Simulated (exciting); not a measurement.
Here is an exciting (release sodium) calculation.

The input input.xml:

```xml
<input>
  <title>GaSb</title>
  <structure speciespath="./" tshift="false">
    <crystal scale="1">
      <basevect>0.000000000000 5.780672215230 5.780672215230</basevect>
      <basevect>5.780672215230 0.000000000000 5.780672215230</basevect>
      <basevect>5.780672215230 5.780672215230 0.000000000000</basevect>
    </crystal>
    <species speciesfile="Sb.xml" rmt="2.3">
      <atom coord="0.750000000000 0.750000000000 0.750000000000"/>
    </species>
    <species speciesfile="Ga.xml" rmt="2">
      <atom coord="0.000000000000 0.000000000000 0.000000000000"/>
    </species>
  </structure>
  <groundstate do="fromscratch" ngridk="8 8 8" rgkmax="9" gmaxvr="14" lmaxapw="10" lmaxmat="10" lmaxvr="8" xctype="GGA_PBE" stype="Gaussian" swidth="0.00040424" nempty="10" ValenceRelativity="iora*" epsengy="1e-05" epspot="1e-05" maxscl="60" tforce="true" outputlevel="high"/>
</input>
```

Potentials or basis: all-electron LAPW+lo, shipped species files, valence relativity iora*.

Launch:

```console
$ OMP_NUM_THREADS=1 exciting_smp
```

What does it give for the band gap on the k mesh?

0.03 eV, direct.

Caveat: spin-orbit coupling is left out, which moves the levels of the heavy elements.

**What was measured.**

A printed reference work, data compilation reports, for a bulk crystal of GaSb at 4.2 K: band gap 0.811 eV (direct).

Measured gap of GaSb: 0.811 eV (direct; 4.2 K; a printed reference work, data compilation). This calculation gives 0.03 eV (-0.78 eV). Spin-orbit coupling on Ga, Sb is left out. The value is that of PBE on a finite k mesh, which can miss the band edges, without temperature or zero-point motion. Semilocal functionals fall short of measured gaps as a rule.
